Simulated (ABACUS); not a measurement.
Crystal: Pb.

```
Pb
1.0
    -1.97966    1.97966    1.97966
     1.97966   -1.97966    1.97966
     1.97966    1.97966   -1.97966
Pb
1
Direct
  0.00000 0.00000 0.00000
```

This isn't the form of Pb at room conditions, which is fcc.

```yaml
Program: ABACUS 3.10.1
Task: single point
Functional: PBE
Potentials_or_basis: PseudoDojo NC SR 0.4.1 PBE standard
Cutoff: 857 eV
Density_cutoff: 3429 eV
Basis: plane waves
k_mesh: 9 × 9 × 9
Occupations: fermi-dirac, width 0.05 eV
Spin: no spin polarisation
```

On this cell: pressure 0.8 GPa; band gap on the k mesh none (metal or under the smearing width).

The same run follows on a disturbed copy (cell strained at random at fixed volume):

```
Pb
1.0
    -2.06690    2.05040    2.08125
     1.99925   -1.93748    1.90067
     1.99103    1.86160   -1.96833
Pb
1
Direct
  0.00466 0.99633 0.00314
```

What changes?

The energy (extrapolated to zero smearing) moves by +4.6 meV/atom; pressure 1.4 GPa; band gap on the k mesh none (metal or under the smearing width).

Stress tensor (GPa, compression positive):
```
 1.46  0.30  0.33
 0.30  1.28 -0.43
 0.33 -0.43  1.53
```
